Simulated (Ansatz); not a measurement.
Crystal: Al2Cu (Khatyrkite).

```
Cu Al
1.0
    -3.03350    3.03350    2.43850
     3.03350   -3.03350    2.43850
     3.03350    3.03350   -2.43850
Cu Al
2 4
Cartesian
  0.0000 0.0000 1.2192
  0.0000 0.0000 3.6578
  0.9592 2.0743 0.0000
  -0.9592 2.0743 2.4385
  2.0743 0.9592 2.4385
  3.9927 0.9592 0.0000
```

Base run:

```yaml
Program: Ansatz 0.2.0
Functional: PBEsol
Potentials_or_basis: Ansatz PAW
Cutoff: "420 eV (not typed: the program's choice for these potentials)"
k_mesh: 7 × 7 × 7
Occupations: fermi-dirac, width 0.05 eV
Spin: no spin polarisation
```

Its results: band gap on the k mesh none (metal or under the smearing width); pressure -3.5 GPa; largest force 0.069 eV/Å.

Question: The run is repeated on the same cell with these changes: functional from PBEsol to LDA. What comes out?

Answer: Band gap on the k mesh none (metal or under the smearing width); pressure -6.4 GPa; largest force 0.101 eV/Å.

LDA binds more tightly than PBEsol, so the same cell stands under less pressure.

Caveats: the PAW data sets come from PBE, with cores solved anew for the run's functional, which leaves a small shift of forces and pressure.
